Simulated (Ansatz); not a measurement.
# CuO: properties at the relaxed cell

Aim: for CuO, fit an equation of state.

Program: Ansatz 0.2.0. Level of theory: DFT PBEsol, scalar-relativistic, plane waves, PAW. These are calculated values, not measurements.

### 1 Starting point

It takes space group Cccm (No. 66, orthorhombic). The conventional cell has a = 4.085 Å, b = 4.101 Å, c = 5.092 Å, α = 90.00°, β = 90.00°, γ = 90.00°. Cu (site symmetry 2/m) has 4 O at 1.93 Å as nearest neighbours. O (site symmetry 222) is surrounded by 4 Cu at 1.93 Å.

Coordinates:

```cif
data_structure
_symmetry_space_group_name_H-M 'P 1'
_symmetry_Int_Tables_number 1
_cell_length_a 2.8941
_cell_length_b 2.8941
_cell_length_c 5.0923
_cell_angle_alpha 90.000
_cell_angle_beta 90.000
_cell_angle_gamma 90.219
_cell_volume 42.65
loop_
_atom_site_label
_atom_site_type_symbol
_atom_site_fract_x
_atom_site_fract_y
_atom_site_fract_z
_atom_site_occupancy
Cu1 Cu 0.00000 0.50000 0.00000 1
Cu2 Cu 0.50000 0.00000 0.50000 1
O1 O 0.50000 0.50000 0.25000 1
O2 O 0.50000 0.50000 0.75000 1
```

It goes back to an entry of the Materials Project, which need not be the stable form.

This cell was relaxed beforehand with the same method: volume 10.66 Å³/atom, gap on the mesh none (metal).

### 2 Volume × 0.97

Input file input.yaml:

```yaml
crystal:
  lattice:
    - [2.0219000273, -2.029646069, 0.0]
    - [2.0219000273, 2.029646069, 0.0]
    - [0.0, 0.0, 5.0408242906]
  atoms:
    - { symbol: Cu, position: [0.0, 0.5, 0.0] }
    - { symbol: Cu, position: [0.5, 0.0, 0.5] }
    - { symbol: O, position: [0.5, 0.5, 0.25] }
    - { symbol: O, position: [0.5, 0.5, 0.75] }
basis:
  ecutwfc: 420
kpoints:
  mp_grid: { grid: [14, 14, 8] }
hamiltonian:
  xc: pbesol
scf:
  occupations: { method: gaussian, width: 0.1 }
output:
  forces: true
  stress: true
  eigenvalues: true
relax:
  adjacent_minimum: "off"
  f_tol: 0.01
  max_steps: 30
  cell: { stress_tol: 0.1, fix: [volume] }
```

Command:

```bash
$ ansatz run input.yaml --threads 1 --pin off --max-ram 2560MiB --backend cpu --events-out ev --progress --plain --runs-dir out
```

### 3 Volume × 1.03

Changes to input.yaml since step 2:

```diff
@@ -2,5 +2,5 @@
   lattice:
-    - [2.0219000273, -2.029646069, 0.0]
-    - [2.0219000273, 2.029646069, 0.0]
-    - [0.0, 0.0, 5.0408242906]
+    - [2.0627575005, -2.07066007, 0.0]
+    - [2.0627575005, 2.07066007, 0.0]
+    - [0.0, 0.0, 5.1426865689]
   atoms:
```

### 4 Volume × 0.94

Changes to input.yaml since step 3:

```diff
@@ -2,5 +2,5 @@
   lattice:
-    - [2.0627575005, -2.07066007, 0.0]
-    - [2.0627575005, 2.07066007, 0.0]
-    - [0.0, 0.0, 5.1426865689]
+    - [1.9926607506, -1.9989523741, 0.0]
+    - [1.9926607506, 1.9989523741, 0.0]
+    - [0.0, 0.0, 5.0327094145]
   atoms:
```

### 5 Volume × 1.06

Changes to input.yaml since step 4:

```diff
@@ -2,5 +2,5 @@
   lattice:
-    - [1.9926607506, -1.9989523741, 0.0]
-    - [1.9926607506, 1.9989523741, 0.0]
-    - [0.0, 0.0, 5.0327094145]
+    - [2.0925454113, -2.0970596601, 0.0]
+    - [2.0925454113, 2.0970596601, 0.0]
+    - [0.0, 0.0, 5.1514560956]
   atoms:
```

(Steps that only read results are left out.)

What does the calculation give? Wanted: equilibrium volume of the fit; bulk modulus.

The runs gave:

| quantity | value |
| --- | --- |
| equilibrium volume of the fit | 10.66 Å³/atom |
| bulk modulus | 153 GPa |
| its pressure derivative | 3.9 |

What this shows: The fit puts the minimum at 10.66 Å³/atom with B = 153 GPa and B' = 3.9. Spin polarisation is off in the runs that give these values; a magnetic solution could lie lower.
